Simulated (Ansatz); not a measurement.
Results of r²SCAN (PAW; Ansatz, a quantum-chemistry and plane-wave program) for zinc-blende AlSb.

Settings: plane-wave cutoff 600 eV, 12×12×12 k mesh, finite displacements, scalar-relativistic PAW data made under PBE.

Cell (relaxed at this level):

```xyz
2
Lattice="0.0000 3.0886 3.0886 3.0886 0.0000 3.0886 3.0886 3.0886 0.0000" Properties=species:S:1:pos:R:3 pbc="T T T"
Al     0.0000     0.0000     0.0000
Sb     4.6329     4.6329     4.6329
```

Predict the zone-centre LO phonon frequency, TO(Γ) frequency, Born effective charge (magnitude), dielectric constant ε0 (ions relaxed) and electronic dielectric constant ε∞.


zone-centre LO phonon frequency: 334 cm⁻¹
TO(Γ) frequency: 314 cm⁻¹
Born effective charge (magnitude): 1.85 e
dielectric constant ε0 (ions relaxed): 11.5
electronic dielectric constant ε∞: 10.2

Measured, for comparison: zone-centre LO phonon frequency 344 cm⁻¹, zone-centre TO phonon frequency 323 cm⁻¹ (temperature not stated, no zero-point or thermal correction; as tabulated in Giannozzi et al., Phys. Rev. B (1991)); Born effective charge (magnitude) 1.93 e (temperature not stated, no zero-point or thermal correction, transverse charge, magnitude, our sources range from 1.93 to 2.18; as tabulated in Bennetto and Vanderbilt (1996), arXiv:mtrl-th/9601002); static dielectric constant 11.2 (300 K, no zero-point or thermal correction; as tabulated in Rakita et al. (2019), arXiv:1907.03971); high-frequency dielectric constant 10.2 (300 K, no zero-point or thermal correction, our sources range from 9.90 to 10.9; as tabulated in Skelton et al. (2020), arXiv:2005.00277). Computed (rounded) less measured: zone-centre LO phonon frequency -3 %, zone-centre TO phonon frequency -3 %, Born effective charge (magnitude) not scored (sources differ), static dielectric constant +3 %, high-frequency dielectric constant 0.0 % (inside the range of the sources held).

Spin–orbit coupling is not included.
